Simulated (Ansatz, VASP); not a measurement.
# One calculation of GaN, two programs

```
Ga N
1.0
     3.18311    0.00000    0.00000
    -1.59156    2.75665    0.00000
     0.00000    0.00000    5.18328
Ga N
2 2
Direct
  0.33333 0.66667 0.00009
  0.66667 0.33333 0.50009
  0.33333 0.66667 0.37691
  0.66667 0.33333 0.87691
```

Alike in both runs: functional r2SCAN; k mesh 8 × 8 × 5; no spin polarisation.

Ansatz relaxed the structure, and its values are those at the end. VASP's run is a single point on that final structure, the one shown.

|  | VASP | Ansatz |
| --- | --- | --- |
| version | VASP 6.6.1 | Ansatz 0.2.0 |
| potentials or method | VASP PAW PBE potentials, release 64 (Ga_d, N) | scalar-relativistic, plane waves, PAW |
| plane-wave cutoff (eV) | 520 | 500 |
| occupations | gaussian, width 0.01 eV | fixed |
| valence electrons in the cell | 36 | 36 |

|  | VASP | Ansatz | Ansatz less VASP |
| --- | --- | --- | --- |
| gap on the k mesh at the Fermi level (eV) | 2.34 | 2.35 | +0.007 |
| least direct gap on the mesh (eV) | 2.34 | 2.35 | +0.007 |
| pressure (GPa) | 1.1 | 0.0 | -1.08 |
| rms of the force components (eV/Å) | 0.007 | 0.001 | -0.0057 |

Caveats: the PAW data sets were made with another functional, which shifts forces and pressure a little (VASP). r2SCAN opens gaps a little over a GGA but as a rule still falls short of measured ones.
